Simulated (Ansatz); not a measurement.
# Si2W: the cost of one run

Computed with Ansatz 0.2.0 (DFT PBE, scalar-relativistic, plane waves, PAW, unless a step's input says otherwise).

2 further runs of the same task are left out: 1 that didn't finish, 1 set aside as unsound or not needed.

### 1 The structure to begin with

It takes space group I4/mmm (No. 139, tetragonal). The conventional cell has a = 3.229 Å, b = 3.229 Å, c = 7.867 Å, α = 90.00°, β = 90.00°, γ = 90.00°. Si (site symmetry 4mm) is surrounded by 5 Si at 2.60 to 2.64 Å and 5 W at 2.63 Å. W (site symmetry 4/mmm) is surrounded by 10 Si at 2.63 Å.

Coordinates:

```cif
data_structure
_symmetry_space_group_name_H-M 'P 1'
_symmetry_Int_Tables_number 1
_cell_length_a 4.5481
_cell_length_b 4.5481
_cell_length_c 4.5481
_cell_angle_alpha 138.415
_cell_angle_beta 138.415
_cell_angle_gamma 60.268
_cell_volume 41.01
loop_
_atom_site_label
_atom_site_type_symbol
_atom_site_fract_x
_atom_site_fract_y
_atom_site_fract_z
_atom_site_occupancy
Si1 Si 0.33457 0.33457 0.00000 1
Si2 Si 0.66543 0.66543 0.00000 1
W1 W 0.00000 0.00000 0.00000 1
```

It is the result of an earlier relaxation at this level (volume 13.67 Å³/atom; gap on the mesh: none (metal)).

### 2 Zero of the scan

The input, input.yaml:

```yaml
crystal:
  lattice:
    - [-1.6144976568, 1.6144976568, 3.9334139095]
    - [1.6144976568, -1.6144976568, 3.9334139095]
    - [1.6144976568, 1.6144976568, -3.9334139095]
  atoms:
    - { symbol: Si, position: [0.3345744059, 0.3345744059, 0.0] }
    - { symbol: Si, position: [0.6654255941, 0.6654255941, 0.0] }
    - { symbol: W, position: [0.0, 0.0, 0.0] }
basis:
  ecutwfc: 420
kpoints:
  mp_grid: { grid: [20, 20, 20] }
hamiltonian:
  xc: pbe
scf:
  occupations: { method: gaussian, width: 0.15 }
output:
  forces: true
  stress: true
  eigenvalues: true
  write_density: true
  write_potential: true
  elf: true
  volumetric_format: npy
```

Launch:

```bash
$ ansatz run input.yaml --threads 1 --pin off --max-ram 2560MiB --backend cpu --events-out ev --progress --plain --runs-dir out
```

Q: Estimate wall time and peak memory on 1 thread of Intel Xeon 6975P-C (Granite Rapids), shared host.

About 15 s, with a peak of 0.65 GiB.
